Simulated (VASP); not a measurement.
## From an Ansatz input to VASP: BeS (rocksalt)

Ansatz input

```yaml
crystal:
  lattice:
    - [0.0, 2.3172972019, 2.3172972019]
    - [2.3172972019, 0.0, 2.3172972019]
    - [2.3172972019, 2.3172972019, 0.0]
  atoms:
    - { symbol: Be, position: [0.0, 0.0, 0.0] }
    - { symbol: S, position: [0.5, 0.5, 0.5] }
kpoints:
  mp_grid: { grid: [10, 10, 10] }
  band_path:
    path:
      - [0.0, 0.0, 0.0]
      - [0.5, 0.0, 0.5]
      - [0.5, 0.25, 0.75]
      - [0.375, 0.375, 0.75]
      - [0.5, 0.5, 0.5]
      - [0.625, 0.25, 0.625]
      - [0.15, 0.15, 0.3]
    npoints: 1
hamiltonian:
  xc: lda
scf:
  occupations: { method: fixed }
  n_extra_bands: 4
output:
  forces: true
  stress: true
  eigenvalues: true
```

Task: Which VASP files do the same job?

Result: 

INCAR

```
NBANDS = 11
PREC = Accurate
SIGMA = 0.01
NELM = 120
LCHARG = .FALSE.
ISMEAR = 0
EDIFF = 1E-7
ENCUT = 520
LWAVE = .FALSE.
GGA = CA
LASPH = .TRUE.
NSW = 0
ISIF = 2
IBRION = -1
LREAL = .FALSE.
```

KPOINTS

```
KPOINTS created by Atomic Simulation Environment
0
Gamma
10 10 10
0 0 0
```

KPOINTS_OPT

```
special points
7
Reciprocal
0.0000000000 0.0000000000 0.0000000000 1
0.5000000000 0.0000000000 0.5000000000 1
0.5000000000 0.2500000000 0.7500000000 1
0.3750000000 0.3750000000 0.7500000000 1
0.5000000000 0.5000000000 0.5000000000 1
0.6250000000 0.2500000000 0.6250000000 1
0.1500000000 0.1500000000 0.3000000000 1
```

POSCAR

```
Be S
 1.0000000000000000
     0.0000000000000000    2.3172972018655114    2.3172972018655114
     2.3172972018655114   -0.0000000000000000    2.3172972018655114
     2.3172972018655114    2.3172972018655114   -0.0000000000000000
 Be  S
   1   1
Cartesian
  0.0000000000000000  0.0000000000000000  0.0000000000000000
  2.3172972018655109  2.3172972018655109  2.3172972018655109
```

VASP ran with the recommended LDA PAW datasets (8 valence electrons in the cell). Other inputs would serve too.

```json
{"": "gap between bands v and c", "Ansatz": "0.95 eV", "VASP": "0.96 eV"}
{"": "least direct gap", "Ansatz": "4.15 eV", "VASP": "4.16 eV"}
{"": "pressure", "Ansatz": "-5.5 GPa", "VASP": "-5.5 GPa"}
```

The two codes use different PAW datasets and cutoffs. VASP's cell holds 8 valence electrons and Ansatz's 8. LDA means the Perdew–Zunger form with relativistic exchange in VASP and the Perdew–Wang form in Ansatz. Ansatz's stress includes a Pulay correction; VASP's doesn't.
